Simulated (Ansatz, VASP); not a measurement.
One calculation of WS2, two programs

INCAR

```
SYSTEM = WS2
  PREC = Accurate
  ENCUT = 520
  EDIFF = 1E-7
  ISMEAR = -1
  SIGMA = 0.05
  LREAL = .FALSE.
  LASPH = .TRUE.
  NELM = 60
  ALGO = Normal
  ISIF = 2
  LWAVE = .FALSE.
  LCHARG = .FALSE.
  LMAXMIX = 4
  GGA = B5
  ALDAX = 1.0
  AGGAX = 1.0
  AGGAC = 1.0
  ALDAC = 0.0
  NBANDS = 35
```

KPOINTS

```
Automatic mesh
0
G
  7 7 2
  0 0 0
```

File POSCAR:

```
WS2
1.0
    3.1832085602      0.0000000000      0.0000000000
   -1.5916042801      2.7567394786      0.0000000000
    0.0000000000      0.0000000000     23.6687632500
W S
2 4
Direct
    0.6666666667      0.3333333333      0.3626824600
    0.3333333333      0.6666666667      0.6373175400
    0.6666666667      0.3333333333      0.7031838900
    0.3333333333      0.6666666667      0.4285581700
    0.6666666667      0.3333333333      0.5714418300
    0.3333333333      0.6666666667      0.2968161100
```

Contents of KPOINTS_OPT:

```
path GMKGALHA,LM,KH
20
line-mode
reciprocal
 0.0000000000  0.0000000000  0.0000000000  G
 0.5000000000  0.0000000000  0.0000000000  M

 0.5000000000  0.0000000000  0.0000000000  M
 0.3333333333  0.3333333333  0.0000000000  K

 0.3333333333  0.3333333333  0.0000000000  K
 0.0000000000  0.0000000000  0.0000000000  G

 0.0000000000  0.0000000000  0.0000000000  G
 0.0000000000  0.0000000000  0.5000000000  A

 0.0000000000  0.0000000000  0.5000000000  A
 0.5000000000  0.0000000000  0.5000000000  L

 0.5000000000  0.0000000000  0.5000000000  L
 0.3333333333  0.3333333333  0.5000000000  H

 0.3333333333  0.3333333333  0.5000000000  H
 0.0000000000  0.0000000000  0.5000000000  A

 0.5000000000  0.0000000000  0.5000000000  L
 0.5000000000  0.0000000000  0.0000000000  M

 0.3333333333  0.3333333333  0.0000000000  K
 0.3333333333  0.3333333333  0.5000000000  H
```

input.yaml

```yaml
crystal:
  lattice:
    - [3.1832085602, 0.0, 0.0]
    - [-1.5916042801, 2.7567394786, 0.0]
    - [0.0, 0.0, 23.66876325]
  atoms:
    - { symbol: W, position: [0.6666666667, 0.3333333333, 0.36268246] }
    - { symbol: W, position: [0.3333333333, 0.6666666667, 0.63731754] }
    - { symbol: S, position: [0.6666666667, 0.3333333333, 0.70318389] }
    - { symbol: S, position: [0.3333333333, 0.6666666667, 0.42855817] }
    - { symbol: S, position: [0.6666666667, 0.3333333333, 0.57144183] }
    - { symbol: S, position: [0.3333333333, 0.6666666667, 0.29681611] }
hamiltonian:
  xc: blyp
  pseudopotentials: { kind: paw }
kpoints:
  mp_grid: { grid: [7, 7, 2] }
  band_path:
    path:
      - [[0.0, 0.0, 0.0], [0.5, 0.0, 0.0], [0.3333333333, 0.3333333333, 0.0], [0.0, 0.0, 0.0], [0.0, 0.0, 0.5], [0.5, 0.0, 0.5], [0.3333333333, 0.3333333333, 0.5], [0.0, 0.0, 0.5]]
      - [[0.5, 0.0, 0.5], [0.5, 0.0, 0.0]]
      - [[0.3333333333, 0.3333333333, 0.0], [0.3333333333, 0.3333333333, 0.5]]
    npoints: 14
scf:
  occupations: { method: fermi_dirac, width: 0.05 }
  n_extra_bands: 15
output:
  forces: true
  stress: true
  eigenvalues: true
  fatbands: true
```

Alike in both runs: task band structure; functional BLYP; k mesh 7 × 7 × 2; occupations fermi-dirac, width 0.05 eV; no spin polarisation.

|  | VASP | Ansatz |
| --- | --- | --- |
| version | VASP 6.6.1 | Ansatz 0.2.0 |
| potentials or method | VASP PAW PBE potentials, release 64 (W_sv, S) | Ansatz PAW |
| plane-wave cutoff (eV) | 520 | 420 |
| valence electrons in the cell | 52 | 52 |

VASP gave:

- gap on the k mesh at the Fermi level (eV): 1.65
- least direct gap on the mesh (eV): 2.40
- gap along the band path (eV): 1.48
- rms of the force components (eV/Å): 0.355

Problem. Which values does Ansatz return?

Solution. gap on the k mesh at the Fermi level (eV): 1.64; least direct gap on the mesh (eV): 2.38; gap along the band path (eV): 1.46; rms of the force components (eV/Å): 0.335.

Atom by atom the forces differ by 0.021 eV/Å (rms over components).

Caveats: spin-orbit coupling is left out, which moves the levels of the heavy elements; the PAW data sets were made with another functional, which shifts forces and pressure a little (VASP); the k mesh misses the band edges, so the gap on the mesh is wider than the one along the path (Ansatz); the PAW data sets come from PBE, with cores solved anew for the run's functional, which leaves a small shift of forces and pressure (Ansatz). As with any semilocal functional, this BLYP gap is likely too small.
